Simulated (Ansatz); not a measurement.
The calculation used DFT PBE, scalar-relativistic, plane waves, PAW (Ansatz 0.2.0). All cells share a 420 eV cutoff and Γ-centred k meshes spaced at most about 0.3 Å⁻¹ (about 0.25 or finer for metals, 2π included). No spin polarisation.

Each guess is relaxed in cell and atoms at zero pressure, on a coarse mesh first where it starts far from rest and then on a converged one. The steps can't lower the symmetry of the start, but it can rise. Energies are static (0 K, no zero-point motion).

Two unrelaxed guesses for La3B2:

Guess 1.

```
La B
1.0
     3.24012    1.87068    2.61651
    -3.24012    1.87068    2.61651
     0.00000   -3.74136    2.61651
La B
3 2
Direct
  0.00000 0.25000 0.75000
  0.75000 0.00000 0.25000
  0.25000 0.75000 0.00000
  0.26000 0.26000 0.26000
  0.74000 0.74000 0.74000
```

Guess 2.

```
La B
1.0
     4.75940    0.00000    0.00000
     0.00000    4.75940    0.00000
     0.00000    0.00000    4.75940
La B
3 2
Direct
  0.00000 0.50000 0.50000
  0.50000 0.00000 0.50000
  0.50000 0.50000 0.00000
  0.50000 0.50000 0.50000
  0.00000 0.00000 0.00000
```

Question: Do they relax into the same structure? If not, which is lower?

Answer: No. Guess 1 ends lower, by 289 meV/atom. Guess 1: R32 at 19.0 Å³/atom → R32 at 26.4 Å³/atom; Guess 2: Pm-3m at 21.6 Å³/atom → Pm-3m at 27.4 Å³/atom. Counting B atoms around La (those within 1.25 times the shortest such distance or 1.15 times the sum of covalent radii), the end of guess 1 has La 4 and the end of guess 2 has La 2. End of guess 1. Conventional cell: a = 6.696 Å, c = 10.182 Å. La is surrounded by 4 B at 2.75–2.82 Å; around B lie 6 La at 2.75–2.82 Å. End of guess 2. Conventional cell: a = 5.153 Å. Around La lie 2 B at 2.58 Å, 4 B at 3.64 Å and 8 La at 3.64 Å; B on its first site has 6 La at 2.58 Å; around B on its second site lie 12 La at 3.64 Å.

Cells without such a test can be saddle points. Shaken at random and relaxed again, the end of guess 1 falls into a cell with space group P-3m1 (No. 164), 110 meV/atom lower and the lowest form computed, so it is a saddle point or a shallow minimum. Even the lowest of the cells shown lies +0.35 eV/atom against the elements. Some candidate types were left out of the draw beforehand, so a known form may be missing.
